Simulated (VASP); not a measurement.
Write the native input for VASP 6.6.1 that does the following.

```
Task                   : single point
Functional             : r2SCAN
Potentials or basis    : VASP PAW PBE potentials, release 64 (Ti_sv, C)
Cutoff                 : 520 eV
k mesh                 : 6 × 6 × 6
Occupations            : gaussian, width 0.1 eV
Spin                   : no spin polarisation
Further INCAR settings : ALGO = Normal; EDIFF = 1e-06; NBANDS = 68
```

The structure of Ti2C lies in POSCAR:

```
Ti2C                                    
1.0
   -0.0000000000      4.3186096616      4.3186096616
    4.3186096616      0.0000000000      4.3186096616
    4.3186096616      4.3186096616      0.0000000000
  Ti              C             
     8     4
Direct
     0.3811835242292747    0.3811835242292747    0.3811835242292747
     0.3811835242292747    0.8564494173121679    0.3811835242292747
     0.3811835242292747    0.3811835242292747    0.8564494173121679
     0.8688164757707253    0.8688164757707253    0.3935505826878321
     0.8688164757707253    0.3935505826878321    0.8688164757707253
     0.8564494173121679    0.3811835242292747    0.3811835242292747
     0.8688164757707253    0.8688164757707253    0.8688164757707253
     0.3935505826878321    0.8688164757707253    0.8688164757707253
     0.6250000000000000    0.1250000000000000    0.6250000000000000
     0.6250000000000000    0.6250000000000000    0.1250000000000000
     0.1250000000000000    0.6250000000000000    0.6250000000000000
     0.6250000000000000    0.6250000000000000    0.6250000000000000
```

The cell was built by a generator and needn't be a form met in nature.

One way to write it, as run:

INCAR

```
  PREC = Accurate
  ENCUT = 520
  EDIFF = 1E-6
  ISMEAR = 0
  SIGMA = 0.1
  LREAL = F
  LASPH = T
  NELM = 150
  ALGO = Normal
  ISIF = 2
  LWAVE = F
  LCHARG = F
  METAGGA = R2SCAN
  LMIXTAU = T
  NBANDS = 68
  KPAR = 4
```

KPOINTS

```
regular mesh
0
Gamma
  6 6 6
```

Potentials or basis: VASP PAW PBE potentials, release 64 (Ti_sv, C).

The run is started by

```sh
$ cat potpaw_PBE.64/Ti_sv/POTCAR potpaw_PBE.64/C/POTCAR > POTCAR
$ mpirun -np 4 vasp_std > vasp.out
```

It gave:

```
Pressure               : -0.5 GPa
Largest force          : 0.021 eV/Å
Band gap on the k mesh : none (metal or under the smearing width)
```

Caveat: the PAW data sets were made with another functional, which shifts forces and pressure a little.

It took 3.4 min on 4 MPI ranks on AMD EPYC 9R45 96-Core Processor (Zen 5), with other jobs on the host, peak memory 0.42 GiB a rank.
